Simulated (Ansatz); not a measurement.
Here is an Ansatz 0.2.0 calculation.

File input.yaml:

```yaml
crystal:
  lattice:
    - [3.17, 0.0, 0.0]
    - [-1.585, 2.74530053, 0.0]
    - [0.0, 0.0, 3.533]
  atoms:
    - { symbol: Zr, position: [0.0, 0.0, 0.0] }
    - { symbol: B, position: [0.6666666667, 0.3333333333, 0.5] }
    - { symbol: B, position: [0.3333333333, 0.6666666667, 0.5] }
hamiltonian:
  xc: r2scan
  pseudopotentials: { kind: paw_fr }
magnetization:
  noncollinear: true
  spin_orbit: true
kpoints:
  mp_grid: { grid: [10, 10, 8] }
  band_path:
    path:
      - [[0.0, 0.0, 0.0], [0.5, 0.0, 0.0], [0.3333333333, 0.3333333333, 0.0], [0.0, 0.0, 0.0], [0.0, 0.0, 0.5], [0.5, 0.0, 0.5], [0.3333333333, 0.3333333333, 0.5], [0.0, 0.0, 0.5]]
      - [[0.5, 0.0, 0.5], [0.5, 0.0, 0.0]]
      - [[0.3333333333, 0.3333333333, 0.0], [0.3333333333, 0.3333333333, 0.5]]
    npoints: 14
scf:
  occupations: { method: fermi_dirac, width: 0.05 }
  n_extra_bands: 7
output:
  forces: true
  stress: true
  eigenvalues: true
  fatbands: false
  write_density: true
  write_potential: true
  elf: true
  volumetric_format: npy
```

Potentials or basis: Ansatz PAW.

The run is started by

```sh
$ ansatz run input.yaml --threads 2 --pin off --max-ram 5632MiB --backend cpu --events-out ev --progress --plain --runs-dir out
```

Problem. Predict the pressure.

Solution. 0.8 GPa.

Problem. What does it give for the band gap on the k mesh?

Solution. None (metal or under the smearing width).

Levels at the corners of the path, in eV from the Fermi level:
```csv
point,band 15,band 16,band 17,band 18,band 19,band 20,band 21,band 22
Γ,-2.60,-2.60,-2.53,-2.53,3.65,3.65,3.71,3.71
M,-3.22,-3.22,-2.72,-2.72,2.37,2.37,2.52,2.52
K,-2.55,-2.55,-2.53,-2.53,1.65,1.65,1.71,1.71
Γ,-2.60,-2.60,-2.53,-2.53,3.65,3.65,3.71,3.71
A,-0.98,-0.98,0.41,0.41,0.45,0.45,0.88,0.88
L,-4.31,-4.31,-2.20,-2.20,4.05,4.05,4.28,4.28
H,-2.91,-2.91,-2.80,-2.80,4.39,4.39,6.32,6.32
A,-0.98,-0.98,0.41,0.41,0.45,0.45,0.88,0.88
L,-4.31,-4.31,-2.20,-2.20,4.05,4.05,4.28,4.28
M,-3.22,-3.22,-2.72,-2.72,2.37,2.37,2.52,2.52
K,-2.55,-2.55,-2.53,-2.53,1.65,1.65,1.71,1.71
H,-2.91,-2.91,-2.80,-2.80,4.39,4.39,6.32,6.32
```

Caveat: the PAW data sets come from PBE, with cores solved anew for the run's functional, which leaves a small shift of forces and pressure.
